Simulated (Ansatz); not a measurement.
RbBr:

```
Rb Br
1.0
     0.00000    3.42700    3.42700
     3.42700    0.00000    3.42700
     3.42700    3.42700    0.00000
Rb Br
1 1
Direct
  0.00000 0.00000 0.00000
  0.50000 0.50000 0.50000
```

Base run:

| Quantity | Value |
| --- | --- |
| Program | Ansatz 0.2.0 |
| Functional | HSE06 form with a typed share of exact exchange |
| Potentials or basis | Ansatz PAW |
| Cutoff | 420 eV (not typed: the program's choice for these potentials) |
| k mesh | 4 × 4 × 4 |
| Occupations | fermi-dirac, width 0.05 eV |
| Spin | no spin polarisation |

Its results: band gap on the k mesh 5.11 eV, direct; pressure 0.8 GPa.

Task: After a change of settings the same cell gave: band gap on the k mesh 5.55 eV, direct; pressure 0.8 GPa. Which change was it?
A. screening (1/å) from 0.4 to 0.6
B. screening (1/å) from 0.4 to 0.2
C. screening (1/å) from 0.4 to 0.15
D. screening (1/å) from 0.4 to 0.3

Result: B.

Caveats: the PAW data sets come from PBE, with cores solved anew for the run's functional, which leaves a small shift of forces and pressure; the thresholds are loose for stress.
